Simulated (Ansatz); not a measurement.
**GaSb: equation of state with PBE**

GaSb:

```
Sb Ga
1.0
    -1.55590    2.67500    2.89331
     1.55590   -2.67500    2.89331
     1.55590    2.67500   -2.89331
Sb Ga
1 1
Direct
  0.50000 0.50000 0.00000
  0.00000 0.00000 0.00000
```

Measurements of this composition are mostly on another form, of space group No. 216.

* Program: Ansatz 0.2.0
* Task: equation of state
* Functional: PBE
* Potentials or basis: all-electron LAPW, scalar-relativistic
* Basis error allowed: 0.0005 eV/atom
* k mesh: 10 × 10 × 10
* Occupations: fermi-dirac, width 0.05 eV
* Spin: no spin polarisation

```yaml
Equilibrium_volume: 24.05 Å³/atom
Bulk_modulus_at_fixed_shape_and_positions: 53 GPa
Pressure_derivative_of_the_bulk_modulus: 5.0
```

Energy against volume, from the lowest point:
```tsv
volume (Å³/atom)	energy (meV/atom)
22.639	15.32
23.121	6.36
23.602	1.40
24.084	0.00
24.566	1.76
25.048	6.31
25.529	13.34
```

All runs of the series together: 5.3 min on 1 thread of Arm Neoverse V1 (shared host).

Caveat: the cell was scaled at fixed shape and fractional positions, which overstates the stiffness of a crystal with free parameters, most of all of layers and chains. Spin-orbit coupling is left out, which matters for the levels of Sb.
